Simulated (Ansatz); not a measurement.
# AlN: the cost of one run

Computed with Ansatz 0.2.0 (DFT PBE, scalar-relativistic, plane waves, PAW, unless a step's input says otherwise).

## Step 1: The starting structure

The structure is trigonal, space group R3m (No. 160). The conventional cell has a = 4.164 Å, b = 4.164 Å, c = 12.246 Å, α = 90.00°, β = 90.00°, γ = 120.00°. Al (site symmetry 3m) is surrounded by 1 Al at 1.70 Å and 6 N at 2.41 to 2.42 Å. Around Al (site symmetry 3m) lie 1 Al at 1.70 Å. N (site symmetry 3m) has 3 N at 2.40 Å and 4 Al at 2.41 to 2.58 Å as nearest neighbours. N (site symmetry 3m) is surrounded by 3 N at 2.40 Å and 3 Al at 2.42 Å.

Coordinates:

```
Al N
1.0
     2.08218    1.20215    4.08200
    -2.08218    1.20215    4.08200
     0.00000   -2.40429    4.08200
Al N
2 2
Direct
  0.33916 0.33916 0.33916
  0.47817 0.47817 0.47817
  0.68845 0.68845 0.68845
  0.02456 0.02456 0.02456
```

The cell is invented: random cell by space group and Wyckoff sites (R3m, No. 160). Lengths come from tabulated atomic sizes and are only a guess.

## Step 2: Probe: one point on a coarse mesh

The input, input.yaml:

```yaml
crystal:
  lattice:
    - [2.0821799, 1.20214713, 4.08199629]
    - [-2.0821799, 1.20214713, 4.08199629]
    - [0.0, -2.40429426, 4.08199629]
  atoms:
    - { symbol: Al, position: [0.33915684, 0.33915684, 0.33915684] }
    - { symbol: Al, position: [0.47817463, 0.47817463, 0.47817463] }
    - { symbol: "N", position: [0.68844936, 0.68844936, 0.68844936] }
    - { symbol: "N", position: [0.02456202, 0.02456202, 0.02456202] }
basis:
  ecutwfc: 420
kpoints:
  mp_grid: { grid: [6, 6, 6] }
hamiltonian:
  xc: pbe
scf:
  occupations: { method: gaussian, width: 0.1 }
  lower_state_search: "off"
output:
  forces: true
  stress: true
  eigenvalues: true
```

Launch:

```
> ansatz run input.yaml --threads 1 --pin off --max-ram 2560MiB --backend cpu --events-out ev --progress --plain --runs-dir out
```

What time and memory should one allow on 1 thread of Intel Xeon at 2.70GHz, shared host?

About 3.4 s, with a peak of 0.35 GiB.
